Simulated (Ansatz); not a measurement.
## hcp against fcc along group 4

Method: DFT, PBE, plane waves (420 eV) with PAW, scalar-relativistic in Ansatz.

Each structure is relaxed within its symmetry, in the lowest magnetic state of the tried starts. Differences under about 8 meV lie within the error of the k-point mesh.

| element | E(hcp) − E(fcc) (meV/atom) | V(hcp) (Å³/atom) | V(fcc) (Å³/atom) | state of hcp | state of fcc |
| --- | --- | --- | --- | --- | --- |
| Ti | -58 | 17.40 | 17.42 | non-magnetic | spin not included |
| Zr | -38 | 23.38 | 23.21 | non-magnetic | spin not included |
| Hf | -71 | 22.56 | 22.58 | spin not included | spin not included |
